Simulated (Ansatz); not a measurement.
Zinc-blende AlSb, treated with r²SCAN-D4 (PAW; Ansatz, an electronic-structure program).

Settings: plane-wave cutoff 560 eV, 10×10×10 k mesh, Fermi–Dirac smearing 0.01 eV, scalar-relativistic PAW data made under PBE.

Computed points:

| V (Å³/atom) | E − E_lowest (meV/atom) | P (GPa) |
|---|---|---|
| 27.410 | 20.92 | 4.05 |
| 27.993 | 8.96 | 2.55 |
| 28.576 | 2.16 | 1.21 |
| 29.159 | 0.00 | 0.00 |
| 29.743 | 2.01 | -1.08 |
| 30.326 | 7.76 | -2.06 |
| 30.909 | 16.87 | -2.93 |

Question: Fit the third-order Birch–Murnaghan equation and give B0 and B′.

Answer: V0 = 29.160 Å³/atom, B0 = 57.2 GPa, B′ = 4.3 (fit to the energies at full precision).

Measured, for comparison: bulk modulus 58.2 GPa (temperature not stated, not corrected to a static lattice; as tabulated in Toher et al. (2017), arXiv:1611.05714); equilibrium volume per atom 28.77 Å³/atom (low temperature, thermal expansion removed or low-temperature value; zero-point expansion not removed; as tabulated in Zhang et al. (2018), doi:10.1088/1367-2630/aac7f0). Computed (rounded) less measured: bulk modulus -2 %, equilibrium volume per atom +1.4 %.

Spin–orbit coupling is not included.
